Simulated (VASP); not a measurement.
# BaTiO₃, optical spectrum of independent particles: which settings are enough?

BaTiO₃, P4mm (no. 99), 5 atoms in the cell. PBE, independent-particle dielectric function; PAW potentials Ba_sv, Ti_sv, O (PBE set). VASP 6.6.1.

Wanted: ε at zero frequency, electronic within 1 %; spectrum (imaginary part of ε) within 10 %.

POSCAR:
```
BaTiO3
1.0
    3.9998000000      0.0000000000      0.0000000000
    0.0000000000      3.9998000000      0.0000000000
    0.0000000000      0.0000000000      4.0180000000
Ba Ti O
1 1 3
Direct
    0.0000000000      0.0000000000      0.0000000000
    0.5000000000      0.5000000000      0.4900000000
    0.0000000000      0.5000000000      0.5170000000
    0.5000000000      0.0000000000      0.5170000000
    0.5000000000      0.5000000000      0.0190000000
```

The series start from Bands in all (NBANDS): 40; Plane-wave cutoff (eV): 450; Energy points: 2000; k mesh: 7 × 7 × 7; Precision mode: Accurate; Electronic algorithm: Normal. Each series keeps the choices made before it, and each single choice may use up half of a tolerance. Times cover all steps of a run.

## Bands in all (NBANDS)

| Bands in all (NBANDS) | ε at zero frequency, electronic | Spectrum (imaginary part of ε), largest deviation against the largest value | Time (s) |
|---|---|---|---|
| 26 | 5.035 | 49 % | 14 |
| 32 | 6.213 | 16 % | 15 |
| 40 | 6.49 | 0.94 % | 17 |
| 52 | 6.577 | 0.61 % | 17 |
| 68 | 6.613 | 0.5 % | 19 |
| 100 (reference) | 6.632 | 0 % | 21 |

Chosen: 68, the loosest value from which every tighter one stays within half of the tolerance.

## Plane-wave cutoff (eV)

| Plane-wave cutoff (eV) | ε at zero frequency, electronic | Spectrum (imaginary part of ε), largest deviation against the largest value | Time (s) |
|---|---|---|---|
| 240 | 6.45 | 18 % | 8.6 |
| 300 | 6.583 | 4.4 % | 9.3 |
| 360 | 6.581 | 2.9 % | 16 |
| 450 | 6.613 | 0.31 % | 19 |
| 540 (reference) | 6.617 | 0 % | 24 |

Chosen: 450.

## Energy points

| Energy points | ε at zero frequency, electronic | Spectrum (imaginary part of ε), largest deviation against the largest value | Time (s) |
|---|---|---|---|
| default | 6.613 | 30 % | 18 |
| 1500 | 6.613 | 0.97 % | 18 |
| 2000 | 6.613 | 0.17 % | 19 |
| 4000 (reference) | 6.613 | 0 % | 20 |

Chosen: 1500.

## k mesh

| k mesh | ε at zero frequency, electronic | Spectrum (imaginary part of ε), largest deviation against the largest value | Time (s) |
|---|---|---|---|
| 3 × 3 × 3 | 7.489 | 91 % | 12 |
| 4 × 4 × 4 | 6.851 | 32 % | 14 |
| 5 × 5 × 5 | 6.666 | 25 % | 14 |
| 7 × 7 × 7 | 6.613 | 14 % | 18 |
| 9 × 9 × 9 | 6.613 | 14 % | 25 |
| 11 × 11 × 11 (reference) | 6.613 | 0 % | 34 |

Chosen: 11 × 11 × 11; the next looser run is off by more than half of the tolerance, so convergence isn't shown beyond this value.

## Precision mode

| Precision mode | ε at zero frequency, electronic | Spectrum (imaginary part of ε), largest deviation against the largest value | Time (s) |
|---|---|---|---|
| Accurate | 6.613 | 0 % | 34 |
| Normal | 6.613 | 0.011 % | 22 |
| Single | 6.614 | 0.1 % | 31 |

Chosen: Normal, the fastest of those that stay within half of the tolerance.

## Electronic algorithm

| Electronic algorithm | ε at zero frequency, electronic | Spectrum (imaginary part of ε), largest deviation against the largest value | Time (s) |
|---|---|---|---|
| Normal | 6.613 | 0 % | 22 |
| Fast | 6.613 | 0.6 % | 24 |

Chosen: Normal; no other choice that stays within half of the tolerance saves 30 % of the time.

## All choices together

| Input | ε at zero frequency, electronic | Spectrum (imaginary part of ε), largest deviation against the largest value | Time (s) |
|---|---|---|---|
| all settings of the optics step left to the defaults, ground-state mesh (naive) | 4.44 | 55 % | 14 |
| chosen settings | 6.613 | 0.61 % | 22 |
| reference settings throughout | 6.636 | 0 % | 55 |

The chosen settings stay within the tolerance of the reference run, but the reference itself isn't shown to be converged in: k mesh.

## The input

INCAR.step1:
```
  PREC = Normal
  ENCUT = 450
  ISMEAR = 0
  SIGMA = 0.02
  EDIFF = 1E-7
  LASPH = T
  KPAR = 4
  LWAVE = F
  LCHARG = T
  GGA = PE
```

INCAR.step2:
```
  PREC = Normal
  ENCUT = 450
  ISMEAR = 0
  SIGMA = 0.05
  EDIFF = 1E-6
  LASPH = T
  KPAR = 4
  LWAVE = F
  LCHARG = F
  ICHARG = 11
  LOPTICS = T
  NBANDS = 68
  NEDOS = 1500
  CSHIFT = 0.1
  ALGO = Normal
  GGA = PE
```

KPOINTS.step1:
```
k-points
0
Gamma
  7 7 7
```

KPOINTS.step2:
```
Automatic mesh
0
Gamma
  11 11 11
  0 0 0
```

Commands (each step's output is kept before the next begins):
```
cat potpaw_PBE.64/Ba_sv/POTCAR potpaw_PBE.64/Ti_sv/POTCAR potpaw_PBE.64/O/POTCAR > POTCAR
cp INCAR.step1 INCAR
cp KPOINTS.step1 KPOINTS
mpirun -np 4 vasp_std > vasp.out
cp INCAR.step2 INCAR
cp KPOINTS.step2 KPOINTS
mpirun -np 4 vasp_std > vasp.out
```

Limits: Spin-orbit coupling is left out, which can matter with atoms this heavy; the pull between electron and hole is left out; the onset follows the functional's gap, which semilocal functionals usually make too small.

The chosen input took VASP 6.6.1 22 s on 4 cores (Intel Xeon 6975P-C (Granite Rapids)), a shared host.

## An input that fails: CSHIFT 1.5

It runs to its end, but against the unchanged starting input it is off by 7.1 % in the ε at zero frequency, electronic, 62 % in the spectrum (imaginary part of ε).

Changes against the starting input:
```
(step 2)
- CSHIFT = 0.1
+ CSHIFT = 1.5
```
